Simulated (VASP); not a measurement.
Set up this calculation in VASP 6.6.1, as the native input.

```yaml
Task: work function
Functional: PBE
Potentials_or_basis: VASP PAW PBE potentials, release 64 (In_d)
Cutoff: 520 eV
k_mesh: 9 × 9 × 1
Occupations: gaussian, width 0.05 eV
Spin: no spin polarisation
Dipole_correction: yes
Further_INCAR_settings: ALGO = Normal; EDIFF = 1e-07
```

The structure of In lies in POSCAR:

```
In
1.0
    3.3354847820      0.0000000000      0.0000000000
   -1.6677423910      2.8886145552      0.0000000000
    0.0000000000      0.0000000000     26.0182858400
In
5
Direct
    0.6666666700      0.3333333400      0.2882588056
    0.3333333300      0.6666666600      0.3941294028
    0.6666666700      0.3333333400      0.5000000000
    0.3333333300      0.6666666600      0.6058705972
    0.6666666700      0.3333333400      0.7117411944
```

The cell isn't the ideal one: the (0 0 1) slab of In, cut from the database cell, not relaxed.

One way to write it, as run:

INCAR

```
ALGO = Normal
DIPOL = 0.5 0.5 0.500
EDIFF = 1E-7
ENCUT = 520
GGA = PE
IDIPOL = 3
ISIF = 2
ISMEAR = 0
LASPH = True
LCHARG = True
LDIPOL = True
LELF = True
LREAL = False
LVACPOTAV = True
LVHAR = True
LWAVE = False
NELM = 80
PREC = Accurate
SIGMA = 0.05
```

KPOINTS

```
k-points
0
Gamma
  9 9 1
```

Potentials or basis: VASP PAW PBE potentials, release 64 (In_d).

Run with:

```sh
$ cat potpaw_PBE.64/In_d/POTCAR > POTCAR
$ mpirun -np 1 vasp_std > vasp.out
```

It gave:

```
Largest force                   : 0.138 eV/Å
Band gap on the k mesh          : none (metal or under the smearing width)
Work function of the upper face : 3.85 eV
Work function of the lower face : 3.85 eV
```

Wall time 4 min on 1 thread of Intel(R) Xeon(R) Platinum 8259CL CPU @ 2.50GHz (Skylake/Cascade Lake), on a shared host, peak memory 0.42 GiB.
